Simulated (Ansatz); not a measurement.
# CoSi2 (AlB2 type): from the first guess to the electronic structure

Task: find the zero-pressure cell of CoSi2 (AlB2 type) and describe its electrons. This structure was made by substitution into a known type, so it needn't be the compound's stable form.

Method: DFT PBEsol, scalar-relativistic, plane waves, PAW, in Ansatz 0.2.0.

2 further runs of the same task are left out: 2 that didn't finish.

**1. Starting point**

It takes space group P6/mmm (No. 191, hexagonal). The conventional cell has a = 3.499 Å, b = 3.499 Å, c = 3.789 Å, α = 90.00°, β = 90.00°, γ = 120.00°. Co (site symmetry 6/mmm) is surrounded by 12 Si at 2.77 Å. Around Si (site symmetry -6m2) lie 3 Si at 2.02 Å and 6 Co at 2.77 Å.

As a file:

```
CELL_PARAMETERS angstrom
3.49931 0.00000 0.00000
-1.74965 3.03049 0.00000
0.00000 0.00000 3.78892
ATOMIC_POSITIONS crystal
Co 0.00000 0.00000 0.00000
Si 0.33333 0.66667 0.50000
Si 0.66667 0.33333 0.50000
```

The moments start at Co 1.50 μB.

**2. Full relaxation**

The input, input.yaml:

```yaml
crystal:
  lattice:
    - [3.4993073576, 0.0, 0.0]
    - [-1.7496536788, 3.0304890674, 0.0]
    - [0.0, 0.0, 3.7889172544]
  atoms:
    - { symbol: Co, position: [0.0, 0.0, 0.0], spin: 1.5 }
    - { symbol: Si, position: [0.3333333333, 0.6666666667, 0.5] }
    - { symbol: Si, position: [0.6666666667, 0.3333333333, 0.5] }
basis:
  ecutwfc: 420
  ecutrho_ratio: 4
kpoints:
  mp_grid: { grid: [10, 10, 8] }
hamiltonian:
  xc: pbesol
scf:
  occupations: { method: gaussian, width: 0.05 }
output:
  forces: true
  stress: true
  eigenvalues: true
  populations: true
magnetization:
  spin_polarized: true
relax:
  f_tol: 0.01
  max_steps: 60
  cell: { stress_tol: 0.04 }
```

Command:

```sh
$ ansatz run input.yaml --threads 4 --pin off --max-ram 4096MiB --backend cpu --events-out ev --progress --plain --runs-dir out
```

Log:

```text
Warning: RAYON_NUM_THREADS=4 ignored (pool sized by the plan → 4); use --threads N
Engine: ansatz 0.2.0, aarch64-unknown-linux-gnu
Pseudopotentials: kind: paw
Pseudopotential: Co, paw, valence charge 17, recommended cutoff 420 eV (normal), Co.paw.azcp
Pseudopotential: Si, paw, valence charge 4, recommended cutoff 420 eV (normal), Si.paw.azcp
Functional definition: PBEsol
  exchange = pbesol_x
  correlation = pbesol_c
Crystal: 3 atoms, lattice volume = 40.180 Å³
Basis set: ecut = 420 eV, 787 PW (Γ), exchange–correlation on 48×48×54 points (8 copies of the dense FFT grid, shifted against one another)
Bands: 18, of which v1, the nominal top of the filled ones, is band 13 counted from 1 (12 counted from 0)
Symmetry: 24 space group operations
Space group: P6/mmm (ITA 191), of the structure as read, at distance tolerance 3.4e-5 Å
Magnetic group: BNS 191.233 (UNI 1463), of the structure as read, at distance tolerance 3.4e-5 Å
k-points: 70 of 800
Non-local potential: Co, projectors of the file, l = 0: 3, l = 1: 2, l = 2: 3, l = 3: 1
Non-local potential: Si, projectors of the file, l = 0: 2, l = 1: 2, l = 2: 2
PAW form: soft (Blöchl's): semilocal exchange-correlation on the pseudo side does not see the compensation charge
PAW frozen core: Co, regenerated for the run's functional, and the local potential with it (the file was generated under x = pbe(κ = 0.804, μ = 0.2195149727645171), c = pbe(β = 0.06672455060314922))
PAW frozen core: Si, regenerated for the run's functional, and the local potential with it (the file was generated under x = pbe(κ = 0.804, μ = 0.2195149727645171), c = pbe(β = 0.06672455060314922))
PAW one-centre angular grid: Co, 590 points (default); XC on 64 Gauss nodes
PAW one-centre angular grid: Si, 110 points (default); XC on 64 Gauss nodes
Initial density: superposition of atomic densities (chi_scale 0.1, normalization cell)
Starting moments: Σ|m| = 1.5 μB on 1 of 3 sites
Initial wavefunctions: pseudopotential atomic-orbital guess
Functional: x = pbesol(κ = 0.804, μ = 0.12345679012345678), c = pbesol(β = 0.046)
SCF iter   1: F=—  HF=-6331.860489 eV  |F-HF|=—  |Δ(HF+E_count)|=         —  Δρ=4.19e-2 (↑2.68e-2 ↓4.19e-2)  dr2=1.68e0  dr2_m=8.64e-2  M=1.437 μB ∫|m|=1.710 μB  β_m=0.30  ethr=3.10e-3  ⟨swp⟩=5.9  Hψ=13685  notcnv=0
Mixer restart at iter 1: flushing history
preconditioner: auto → none  [metal: Δε(μ)=0.007 eV  Ē_g=7.662 eV  σ=0.050 eV  W_gap=0.08  n_scr=8 (ndim 8)  ℏωp=24.2 eV  f_vac=0.000  D(μ)=4.90/eV (n_scr^D=70)  sad-step TF]
SCF iter   2: F=—  HF=-6331.615055 eV  |F-HF|=—  |Δ(HF+E_count)|=   2.45e-1  Δρ=2.50e-2 (↑2.50e-2 ↓1.98e-2)  dr2=6.29e-1  dr2_m=3.15e-2  M=1.389 μB ∫|m|=1.679 μB  β_m=0.42  ethr=3.10e-3  ⟨swp⟩=2.0  Hψ=4196  notcnv=0  defer=119
SCF iter   3: F=—  HF=-6332.005422 eV  |F-HF|=—  |Δ(HF+E_count)|=   3.90e-1  Δρ=9.10e-3 (↑8.78e-3 ↓9.10e-3)  dr2=6.33e-2  dr2_m=2.94e-3  M=1.367 μB ∫|m|=1.636 μB  β_m=0.48  ethr=2.52e-3  ⟨swp⟩=2.0  Hψ=4159  notcnv=0  defer=133
SCF iter   4: F=—  HF=-6332.239278 eV  |F-HF|=—  |Δ(HF+E_count)|=         —  Δρ=1.99e-2 (↑4.39e-3 ↓1.99e-2)  dr2=1.22e-1  dr2_m=4.69e-2  M=1.269 μB ∫|m|=1.472 μB  β_m=0.48  ethr=2.53e-4  ⟨swp⟩=2.1  Hψ=4185  notcnv=0  defer=134
Mixer restart at iter 4: flushing history
SCF iter   5: F=—  HF=-6332.425998 eV  |F-HF|=—  |Δ(HF+E_count)|=   1.87e-1  Δρ=1.75e-2 (↑1.75e-2 ↓6.02e-3)  dr2=1.20e-1  dr2_m=1.46e-2  M=1.270 μB ∫|m|=1.485 μB  β_m=0.42  ethr=2.53e-4  ⟨swp⟩=3.0  Hψ=5497  notcnv=0  defer=136
SCF iter   6: F=—  HF=-6332.361404 eV  |F-HF|=—  |Δ(HF+E_count)|=   6.46e-2  Δρ=1.69e-2 (↑1.61e-3 ↓1.69e-2)  dr2=1.03e-1  dr2_m=2.56e-2  M=1.250 μB ∫|m|=1.423 μB  β_m=0.21  ethr=2.53e-4  ⟨swp⟩=2.8  Hψ=5927  notcnv=0  defer=142
SCF iter   7: F=—  HF=-6332.402046 eV  |F-HF|=—  |Δ(HF+E_count)|=   4.06e-2  Δρ=7.04e-3 (↑4.25e-3 ↓7.04e-3)  dr2=4.79e-3  dr2_m=1.13e-2  M=1.244 μB ∫|m|=1.412 μB  β_m=0.53  ethr=2.53e-4  ⟨swp⟩=2.1  Hψ=3825  notcnv=0  defer=142
SCF iter   8: F=—  HF=-6332.419354 eV  |F-HF|=—  |Δ(HF+E_count)|=   1.73e-2  Δρ=2.82e-3 (↑2.82e-3 ↓1.17e-3)  dr2=1.02e-3  dr2_m=1.40e-3  M=1.190 μB ∫|m|=1.336 μB  β_m=0.77  ethr=1.92e-5  ⟨swp⟩=2.3  Hψ=5776  notcnv=0  defer=144
SCF iter   9: F=—  HF=-6332.418979 eV  |F-HF|=—  |Δ(HF+E_count)|=   3.74e-4  Δρ=2.01e-3 (↑8.70e-4 ↓2.01e-3)  dr2=2.21e-3  dr2_m=1.35e-4  M=1.165 μB ∫|m|=1.306 μB  β_m=0.76  ethr=4.06e-6  ⟨swp⟩=2.4  Hψ=4001  notcnv=0  defer=143
SCF iter  10: F=—  HF=-6332.419165 eV  |F-HF|=—  |Δ(HF+E_count)|=   1.85e-4  Δρ=3.42e-4 (↑1.49e-4 ↓3.42e-4)  dr2=9.78e-5  dr2_m=7.34e-6  M=1.167 μB ∫|m|=1.311 μB  β_m=0.69  ethr=4.06e-6  ⟨swp⟩=2.5  Hψ=3891  notcnv=0  defer=143
SCF iter  11: F=—  HF=-6332.419136 eV  |F-HF|=—  |Δ(HF+E_count)|=   2.82e-5  Δρ=1.41e-4 (↑3.29e-5 ↓1.41e-4)  dr2=3.87e-6  dr2_m=2.50e-6  M=1.169 μB ∫|m|=1.313 μB  β_m=0.85  ethr=3.91e-7  ⟨swp⟩=2.0  Hψ=3491  notcnv=0  defer=143
SCF iter  12: F=—  HF=-6332.419137 eV  |F-HF|=—  |Δ(HF+E_count)|=   8.68e-7  Δρ=8.33e-5 (↑1.59e-5 ↓8.33e-5)  dr2=1.27e-6  dr2_m=8.70e-7  M=1.168 μB ∫|m|=1.313 μB  β_m=0.87  ethr=1.55e-8  ⟨swp⟩=2.2  Hψ=3548  notcnv=0  defer=143
SCF iter  13: F=—  HF=-6332.419137 eV  |F-HF|=—  |Δ(HF+E_count)|=   2.31e-8  Δρ=1.14e-5 (↑8.15e-6 ↓1.14e-5)  dr2=1.34e-7  dr2_m=3.18e-9  M=1.168 μB ∫|m|=1.312 μB  β_m=0.80  ethr=5.07e-9  ⟨swp⟩=1.7  Hψ=3016  notcnv=0  defer=143
SCF iter  14: F=—  HF=-6332.419137 eV  |F-HF|=—  |Δ(HF+E_count)|=   2.32e-8  Δρ=3.01e-6 (↑1.79e-6 ↓3.01e-6)  dr2=6.94e-9  dr2_m=4.88e-10  M=1.168 μB ∫|m|=1.312 μB  β_m=0.90  ethr=5.36e-10  ⟨swp⟩=2.0  Hψ=3070  notcnv=0  defer=143
SCF iter  15: F=-6332.419137 eV  HF=-6332.419137 eV  |F-HF|=7.18e-9  |Δ(HF+E_count)|=   3.72e-9  Δρ=3.24e-6 (↑1.65e-6 ↓3.24e-6)  dr2=8.07e-9  dr2_m=2.53e-10  M=1.168 μB ∫|m|=1.312 μB  ethr=2.77e-11  ⟨swp⟩=6.2  Hψ=10325  notcnv=0
SCF 1 converged in 15 iterations: F = -6332.419137 eV  dr2 = 8.07e-9
relax step   1: F+E_penalty+E_count = -6332.41913721 eV  Δ(F+E_penalty+E_count) = +0.000e0 eV  max|allowed force component| = 6.168e-17 eV/Å  Δτ_max = 0.0000 Å  P = +27.873 GPa  Ω = 40.180 Å³  (15 SCF iters, dr2 threshold 1.00e-7 eV, accepted)
[... from here on, the SCF cycles and remarks between the steps are left out ...]
relax step   2: F+E_penalty+E_count = -6333.42401831 eV  Δ(F+E_penalty+E_count) = -1.005e0 eV  max|allowed force component| = 5.628e-17 eV/Å  Δτ_max = 0.0000 Å  P = +7.714 GPa  Ω = 42.596 Å³  energy of the carried Pulay correction = -9.531e-4 eV  (10 SCF iters, dr2 threshold 3.00e-7 eV, accepted)
relax step   3: F+E_penalty+E_count = -6333.87021510 eV  Δ(F+E_penalty+E_count) = -4.462e-1 eV  max|allowed force component| = 1.156e-18 eV/Å  Δτ_max = 0.0000 Å  P = +1.020 GPa  Ω = 42.407 Å³  energy of the carried Pulay correction = -8.478e-4 eV  (11 SCF iters, dr2 threshold 3.00e-7 eV, accepted)
relax step   4: F+E_penalty+E_count = -6334.18853502 eV  Δ(F+E_penalty+E_count) = -3.183e-1 eV  max|allowed force component| = 1.234e-17 eV/Å  Δτ_max = 0.0000 Å  P = -1.745 GPa  Ω = 41.261 Å³  energy of the carried Pulay correction = -3.589e-4 eV  (11 SCF iters, dr2 threshold 3.00e-7 eV, accepted)
relax step   5: F+E_penalty+E_count = -6334.45447792 eV  Δ(F+E_penalty+E_count) = -2.659e-1 eV  max|allowed force component| = 4.318e-17 eV/Å  Δτ_max = 0.0000 Å  P = -1.276 GPa  Ω = 39.646 Å³  energy of the carried Pulay correction = +3.380e-4 eV  (9 SCF iters, dr2 threshold 3.00e-7 eV, accepted)
relax step   6: F+E_penalty+E_count = -6334.72547286 eV  Δ(F+E_penalty+E_count) = -2.710e-1 eV  max|allowed force component| = 7.401e-17 eV/Å  Δτ_max = 0.0000 Å  P = -0.403 GPa  Ω = 38.101 Å³  energy of the carried Pulay correction = +1.032e-3 eV  (10 SCF iters, dr2 threshold 3.00e-7 eV, accepted)
relax step   7: F+E_penalty+E_count = -6335.00476836 eV  Δ(F+E_penalty+E_count) = -2.793e-1 eV  max|allowed force component| = 3.331e-16 eV/Å  Δτ_max = 0.0000 Å  P = +0.134 GPa  Ω = 36.732 Å³  energy of the carried Pulay correction = +1.675e-3 eV  (9 SCF iters, dr2 threshold 3.00e-7 eV, accepted)
relax step   8: F+E_penalty+E_count = -6335.15683860 eV  Δ(F+E_penalty+E_count) = -1.521e-1 eV  max|allowed force component| = 1.049e-16 eV/Å  Δτ_max = 0.0000 Å  P = +3.659 GPa  Ω = 35.285 Å³  energy of the carried Pulay correction = +2.375e-3 eV  (13 SCF iters, dr2 threshold 3.00e-7 eV, accepted)
relax step   9: F+E_penalty+E_count = -6335.17155581 eV  Δ(F+E_penalty+E_count) = -1.472e-2 eV  max|allowed force component| = 1.974e-16 eV/Å  Δτ_max = 0.0000 Å  P = -1.815 GPa  Ω = 36.117 Å³  energy of the carried Pulay correction = +1.994e-3 eV  (14 SCF iters, dr2 threshold 3.00e-7 eV, accepted)
relax step  10: F+E_penalty+E_count = -6335.17365496 eV  Δ(F+E_penalty+E_count) = -2.099e-3 eV  max|allowed force component| = 1.974e-16 eV/Å  Δτ_max = 0.0000 Å  P = +0.040 GPa  Ω = 35.785 Å³  energy of the carried Pulay correction = +2.148e-3 eV  (11 SCF iters, dr2 threshold 3.00e-7 eV, accepted)
relax step  11: F+E_penalty+E_count = -6335.17365256 eV  Δ(F+E_penalty+E_count) = +2.395e-6 eV  max|allowed force component| = 1.480e-16 eV/Å  Δτ_max = 0.0000 Å  P = +0.002 GPa  Ω = 35.793 Å³  energy of the carried Pulay correction = +2.144e-3 eV  (9 SCF iters, dr2 threshold 5.51e-9 eV, accepted)
relax step  12: F+E_penalty+E_count = -6335.24367591 eV  Δ(F+E_penalty+E_count) = -7.002e-2 eV  max|allowed force component| = 1.850e-16 eV/Å  Δτ_max = 0.0000 Å  P = +3.043 GPa  Ω = 35.793 Å³  stress off target by 4.52e0 GPa  SCF on the basis re-selected at this cell (its energy is not comparable with the rows above)  (11 SCF iters)
relax step  13: F+E_penalty+E_count = -6335.25725202 eV  Δ(F+E_penalty+E_count) = -1.358e-2 eV  max|allowed force component| = 2.961e-16 eV/Å  Δτ_max = 0.0000 Å  P = +0.636 GPa  Ω = 36.302 Å³  energy of the carried Pulay correction = -2.512e-4 eV  (13 SCF iters, dr2 threshold 3.00e-7 eV, accepted)
relax step  14: F+E_penalty+E_count = -6335.25886932 eV  Δ(F+E_penalty+E_count) = -1.617e-3 eV  max|allowed force component| = 1.974e-16 eV/Å  Δτ_max = 0.0000 Å  P = +0.147 GPa  Ω = 36.423 Å³  energy of the carried Pulay correction = -3.177e-4 eV  (11 SCF iters, dr2 threshold 3.00e-7 eV, accepted)
relax step  15: F+E_penalty+E_count = -6335.25900431 eV  Δ(F+E_penalty+E_count) = -1.350e-4 eV  max|allowed force component| = 1.480e-16 eV/Å  Δτ_max = 0.0000 Å  P = -0.012 GPa  Ω = 36.455 Å³  energy of the carried Pulay correction = -3.291e-4 eV  (9 SCF iters, dr2 threshold 3.00e-7 eV, accepted)
relax step  16: F+E_penalty+E_count = -6335.25901623 eV  Δ(F+E_penalty+E_count) = -1.192e-5 eV  max|allowed force component| = 2.899e-16 eV/Å  Δτ_max = 0.0000 Å  P = +0.004 GPa  Ω = 36.452 Å³  energy of the carried Pulay correction = -3.285e-4 eV  (6 SCF iters, dr2 threshold 4.75e-8 eV, accepted)
relax step  17: F+E_penalty+E_count = -6335.25946339 eV  Δ(F+E_penalty+E_count) = -4.472e-4 eV  max|allowed force component| = 2.837e-16 eV/Å  Δτ_max = 0.0000 Å  P = +0.029 GPa  Ω = 36.452 Å³  stress off target by 4.39e-2 GPa  SCF on the basis re-selected at this cell (its energy is not comparable with the rows above)  (10 SCF iters)
relax step  18: F+E_penalty+E_count = -6335.25946145 eV  Δ(F+E_penalty+E_count) = +1.943e-6 eV  max|allowed force component| = 1.049e-16 eV/Å  Δτ_max = 0.0000 Å  P = -0.000 GPa  Ω = 36.459 Å³  energy of the carried Pulay correction = -3.188e-6 eV  (10 SCF iters, dr2 threshold 4.81e-9 eV, accepted)
relax step  19: F+E_penalty+E_count = -6335.25946699 eV  Δ(F+E_penalty+E_count) = -5.539e-6 eV  max|allowed force component| = 1.419e-16 eV/Å  Δτ_max = 0.0000 Å  P = -0.000 GPa  Ω = 36.459 Å³  stress off target by 3.12e-4 GPa  SCF on the basis re-selected at this cell (its energy is not comparable with the rows above)  (7 SCF iters)
basis re-selected at this cell: Δ(F+E_penalty+E_count) = -5.539e-6 eV, ΔP = -0.000 GPa vs the last step (what re-selecting the basis moved, of the pressure what is left beyond the Pulay correction that the steps carried, after the strain that the cell walked since its last selection, with what the two solves' SCF thresholds leave and, on support functions, any second-order correction that the steps lacked; it is no measure of the basis error at this ecutwfc). This SCF's stress stands 3.12e-4 GPa from its target on what of the cell is left free (relax.cell.stress_tol is 4.00e-2 GPa) and its largest allowed force component is 1.42e-16 eV/Å (relax.f_tol is 1.00e-2 eV/Å): within both
SCF converged after 7 iterations
Magnetization: -0.0000 μB (12.5000 up, 12.5000 down)
Absolute magnetization: 0.0000 μB (∫|ρ↑−ρ↓|, with the PAW one-centre terms)
Spin contamination: 0.0000 ħ² per cell (⟨S²⟩ above its minimum at these occupations)
Per-site moments (μB) at R_I (Å): [(-7.776675019276253e-7, 1.0274788790113405), (-3.735637839846522e-8, 0.9790926642088477), (-3.735637839846517e-8, 0.9790926642088477)]
Free energy (F): -6335.259467 eV
Harris-Foulkes:  -6335.259467 eV  (|F-HF|=2.73e-12)
Internal energy: -6335.255804 eV  (E = F + TS)
E sigma→0 (E₀):  -6335.257635 eV
Entropy (-TS):   -0.003663 eV (-1.221 meV/atom)
Fermi energy:    14.343331 eV
--- Per-component energies (eV) ---
  E_band       = -249.287208
  E_kinetic    = 541.776577
  E_local      = -4043.341365  (includes V_loc(G=0)·N_el)
  E_nonlocal   = 513.918564
  E_hartree    = 1769.626271
  E_xc         = -270.055660
  E_vxc        = -301.972949  (∫ρ·V_xc dr)
  E_paw        = -2484.162795  (= ΣΔE_a)
  E_vpaw       = -498.920583  (= ΣTr[D̂ρ^β])
  E_aug_tail   = 0.000052  (compensation charges beyond the density's cutoff)
  E_ewald      = -2363.268990
  E_core_change = 0.251541  (= ΣΔE_core)
  E_smearing   = -0.003663  (= −TS)
  E_closure    = 0.000000  (closes the sum)
  Σ components = -6335.259467   (vs F -6335.259467, Δ=0.00e0)
--- Forces (eV/Å), atoms counted from 1 ---
  atom   1  Co     0.00000000     0.00000000     0.00000000
  atom   2  Si     0.00000000     0.00000000     0.00000000
  atom   3  Si     0.00000000    -0.00000000     0.00000000
  max |Σ_I F_I| component: 1.85e-17 eV/Å
--- Stress (GPa, compression-positive) ---
       -0.000312       0.000000       0.000000
        0.000000      -0.000312       0.000000
        0.000000       0.000000      -0.000005
  P = ⅓ Tr σ = -0.0002 GPa (-0.002 kbar)
--- Band table (eV; the first three rows and the last of 140) ---
  k-point 0 ↑: bands = ["-80.1007", "-43.5932", "-43.5932", "-43.4134", "-0.1438", "8.7098", "8.7098", "10.0438", "11.1310", "12.5495", "12.5495", "13.7813", "13.7813", "14.7826", "14.7826", "17.9329", "21.4694", "23.2445"]
  k-point 1 ↑: bands = ["-80.0979", "-43.5905", "-43.5905", "-43.4400", "0.2224", "9.0075", "9.0075", "10.3855", "11.3697", "12.1469", "12.1469", "14.4317", "14.4317", "14.7586", "14.7586", "17.4340", "18.3855", "26.0079"]
  k-point 2 ↑: bands = ["-80.0912", "-43.5841", "-43.5841", "-43.5039", "1.3091", "9.8741", "9.8741", "11.1945", "11.3828", "11.5934", "11.5934", "14.5322", "14.6252", "14.6252", "15.7867", "15.7867", "18.8010", "22.4124"]
  k-point 69 ↓: bands = ["-80.0816", "-43.5936", "-43.5754", "-43.5753", "6.8955", "7.5990", "8.6115", "9.1874", "10.1634", "12.2929", "13.1903", "13.4168", "13.4984", "13.7144", "16.3436", "18.7551", "20.6828", "21.2855"]
--- Relaxed structure (16 steps of the walk, 16 accepted, 3 SCFs on fresh bases) ---
  F+E_penalty+E_count = -6335.25946699 eV   max|allowed force component| = 1.419e-16 eV/Å   (the final SCF, on the basis selected at the relaxed cell)
  cell:  # Å, volume = 36.4586 Å³
    - [4.11112300540048, 1.5336476136789634e-33, 0.0]
    - [-2.05556150270024, 3.5603369607594466, 0.0]
    - [0.0, 0.0, 2.4908578885123402]
  atoms:
    - { symbol: Co, position: [1.2127838252713714e-33, -9.698267431041284e-35, 0.0] }
    - { symbol: Si, position: [0.33333333333333326, 0.6666666666666665, 0.49999999999999994] }
    - { symbol: Si, position: [0.6666666666666666, 0.33333333333333326, 0.49999999999999994] }
--- Löwdin populations: 3 sites ---
  site symbol       q [e]    m [muB]
     0     Co     16.5652    -0.0000
     1     Si      4.0455    -0.0000
     2     Si      4.0455    -0.0000
  spilling = 0.013752 (of n_electrons = 25.000000)
```

It took 84 s on 4 threads of Arm Neoverse N1, shared host; peak memory 0.43 GiB.

Step by step:

```csv
step,energy from step 1 (meV/atom),largest force component (eV/Å),pressure (GPa),volume (Å³/atom)
1,0.0,0.000,27.87,13.393
2,-335.0,0.000,7.71,14.199
3,-483.7,0.000,1.02,14.136
4,-589.8,0.000,-1.74,13.754
5,-678.4,0.000,-1.28,13.215
6,-768.8,0.000,-0.40,12.700
7,-861.9,0.000,0.13,12.244
8,-912.6,0.000,3.66,11.762
9,-917.5,0.000,-1.81,12.039
10,-918.2,0.000,0.04,11.928
11,-918.2,0.000,0.00,11.931
12,-941.5,0.000,3.04,11.931
13,-946.0,0.000,0.64,12.101
14,-946.6,0.000,0.15,12.141
15,-946.6,0.000,-0.01,12.152
16,-946.6,0.000,0.00,12.151
17,-946.8,0.000,0.03,12.151
18,-946.8,0.000,0.00,12.153
19,-946.8,0.000,0.00,12.153
```

Step 1 is the start. Steps 12, 17 repeat a cell on a basis chosen anew, so the energy can jump there without a move. Step 19 repeats the geometry before it on a plane-wave basis chosen anew for the final cell, which leaves the energy as it was. The run keeps the 24 symmetry operations that it found, so it can't reach a distortion that breaks them.

Result: volume 12.153 Å³/atom, pressure 0.00 GPa, no gap, no moment left.

**3. Full relaxation once more, on the mesh of the new cell**

The input, input.yaml:

```yaml
crystal:
  lattice:
    - [4.1111230054, 0.0, 0.0]
    - [-2.0555615027, 3.5603369608, 0.0]
    - [0.0, 0.0, 2.4908578885]
  atoms:
    - { symbol: Co, position: [0.0, 0.0, 0.0], spin: 0.05 }
    - { symbol: Si, position: [0.3333333333, 0.6666666667, 0.5] }
    - { symbol: Si, position: [0.6666666667, 0.3333333333, 0.5] }
basis:
  ecutwfc: 420
  ecutrho_ratio: 4
kpoints:
  mp_grid: { grid: [10, 10, 12] }
hamiltonian:
  xc: pbesol
scf:
  occupations: { method: gaussian, width: 0.05 }
output:
  forces: true
  stress: true
  eigenvalues: true
  populations: true
magnetization:
  spin_polarized: true
relax:
  f_tol: 0.01
  max_steps: 30
  cell: { stress_tol: 0.04 }
```

Command:

```sh
$ ansatz run input.yaml --threads 4 --pin off --max-ram 4096MiB --backend cpu --events-out ev --progress --plain --runs-dir out
```

Log, shortened:

```text
Warning: RAYON_NUM_THREADS=4 ignored (pool sized by the plan → 4); use --threads N
[...]
[... 4 set-up lines as earlier in the session ...]
[...]
Crystal: 3 atoms, lattice volume = 36.459 Å³
Basis set: ecut = 420 eV, 693 PW (Γ), exchange–correlation on 60×60×36 points (8 copies of the dense FFT grid, shifted against one another)
Bands: 17, of which v1, the nominal top of the filled ones, is band 13 counted from 1 (12 counted from 0)
[... 1 set-up line as earlier in the session ...]
Space group: P6/mmm (ITA 191), of the structure as read, at distance tolerance 3.3e-5 Å
Magnetic group: BNS 191.233 (UNI 1463), of the structure as read, at distance tolerance 3.3e-5 Å
k-points: 98 of 1200
[...]
Starting moments: Σ|m| = 0.05 μB on 1 of 3 sites
[...]
WARN: the starting moments were not kept: the SCF closed with an absolute magnetisation of 4.8e-6 μB, where they sum to 0.05 μB in size (1 site). That is at most 0.1 of that sum. Measured as dr2_m measures the in/out step, that magnetisation stands 4.3e-11 eV from none, at or under the [...]
  k-point 0 ↑: bands = ["-80.0589", "-43.5486", "-43.5486", "-43.3695", "-0.1261", "8.7135", "8.7135", "9.9899", "11.1490", "12.5465", "12.5465", "13.8473", "13.8473", "14.8192", "14.8192", "17.9123", "21.7675"]
[...]
--- Relaxed structure (4 steps of the walk, 4 accepted, 1 SCFs on fresh bases) ---
  F+E_penalty+E_count = -6335.28378003 eV   max|allowed force component| = 3.585e-16 eV/Å   (the final SCF, on the basis selected at the relaxed cell)
  cell:  # Å, volume = 36.3616 Å³
    - [4.118214377710206, 2.865378698953137e-33, -1.7908616868457106e-34]
    - [-2.059107188855103, 3.566478269327362, -4.963644526140442e-34]
    - [-1.0850519320407367e-34, -4.0990850765983385e-34, 2.4756767242207904]
  atoms:
    - { symbol: Co, position: [6.477489114491295e-34, -1.3072725279117345e-34, -8.236092143148846e-84] }
    - { symbol: Si, position: [0.33333333333333326, 0.6666666666666665, 0.49999999999999994] }
    - { symbol: Si, position: [0.6666666666666665, 0.33333333333333326, 0.49999999999999994] }
--- Löwdin populations: 3 sites ---
  site symbol       q [e]    m [muB]
     0     Co     16.5664     0.0000
     1     Si      4.0431     0.0000
     2     Si      4.0431     0.0000
  spilling = 0.013891 (of n_electrons = 25.000000)
```

Run time: 27 s. Hardware: 4 threads of Arm Neoverse N1, shared host; peak memory 0.45 GiB.

Step by step:

```
step  energy from step 1 (meV/atom)  largest force component (eV/Å)  pressure (GPa)  volume (Å³/atom)
   1                            0.0                           0.000           -0.52            12.153
   2                           -0.3                           0.000           -0.15            12.127
   3                           -0.4                           0.000            0.08            12.115
   4                           -0.4                           0.000            0.01            12.121
   5                           -0.4                           0.000            0.01            12.121
```

Step 1 is the start. Step 5 repeats the geometry before it on a plane-wave basis chosen anew for the final cell, which leaves the energy as it was.

Result: volume 12.121 Å³/atom, pressure 0.01 GPa, no gap, no moment left.

[end of part 1 of 2]
